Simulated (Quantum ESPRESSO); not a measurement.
Input of a Quantum ESPRESSO 7.5 run:

File pw.in:

```
&CONTROL
  calculation = 'scf'
  prefix = 'pwscf'
  outdir = './tmp'
  pseudo_dir = './pseudo'
  tprnfor = .true.
  tstress = .true.
  disk_io = 'low'
/
&SYSTEM
  ibrav = 0
  nat = 1
  ntyp = 1
  ecutwfc = 36
  ecutrho = 216
  nbnd = 16
  occupations = 'smearing'
  smearing = 'mv'
  degauss = 0.01999163
/
&ELECTRONS
  conv_thr = 2d-10
  electron_maxstep = 120
  mixing_beta = 0.3
/
ATOMIC_SPECIES
Ir   192.2170 Ir.LDA_PW-JTH.UPF
CELL_PARAMETERS angstrom
   0.0000000000    1.9156000000    1.9156000000
   1.9156000000    0.0000000000    1.9156000000
   1.9156000000    1.9156000000    0.0000000000
ATOMIC_POSITIONS crystal
Ir     0.0000000000    0.0000000000    0.0000000000
K_POINTS automatic
10 10 10 0 0 0
HUBBARD {ortho-atomic}
U Ir-5d 6.2
```

Contents of scf2.in:

```
&CONTROL
  calculation = 'scf'
  prefix = 'pwscf'
  outdir = './tmp'
  pseudo_dir = './pseudo'
  tprnfor = .true.
  tstress = .true.
  disk_io = 'low'
/
&SYSTEM
  ibrav = 0
  nat = 1
  ntyp = 1
  ecutwfc = 36
  ecutrho = 216
  nbnd = 16
  occupations = 'smearing'
  smearing = 'mv'
  degauss = 0.01999163
/
&ELECTRONS
  conv_thr = 1d-13
  electron_maxstep = 120
  mixing_beta = 0.3
  startingpot = 'file'
  startingwfc = 'file'
/
ATOMIC_SPECIES
Ir   192.2170 Ir.LDA_PW-JTH.UPF
CELL_PARAMETERS angstrom
   0.0000000000    1.9156000000    1.9156000000
   1.9156000000    0.0000000000    1.9156000000
   1.9156000000    1.9156000000    0.0000000000
ATOMIC_POSITIONS crystal
Ir     0.0000000000    0.0000000000    0.0000000000
K_POINTS automatic
10 10 10 0 0 0
HUBBARD {ortho-atomic}
U Ir-5d 6.2
```

File hp.in:

```
&INPUTHP
  prefix = 'pwscf'
  outdir = './tmp'
  nq1 = 2
  nq2 = 2
  nq3 = 2
  conv_thr_chi = 1d-06
  niter_max = 80
  iverbosity = 1
  alpha_mix(1) = 0.15
/
```

Potentials or basis: JTH 2.0 LDA.

Run with:

```bash
$ OMP_NUM_THREADS=1 pw.x -in pw.in > pw.out
$ OMP_NUM_THREADS=1 pw.x -in scf2.in > scf2.out
$ OMP_NUM_THREADS=1 hp.x -in hp.in > hp.out
```

(1) Predict the Hubbard U from linear response.

(2) Estimate the band gap on the k mesh.

(3) Estimate the pressure.

Answers

(1) 3.23 eV.

(2) none (metal or under the smearing width).

(3) 18.4 GPa.

Caveat: the computed U isn't converged in cell size; the cutoff is low for these files, which shifts pressure and relaxed volume; U without spin polarisation on a metal has little footing; the U is typed as a test and isn't derived for this compound.
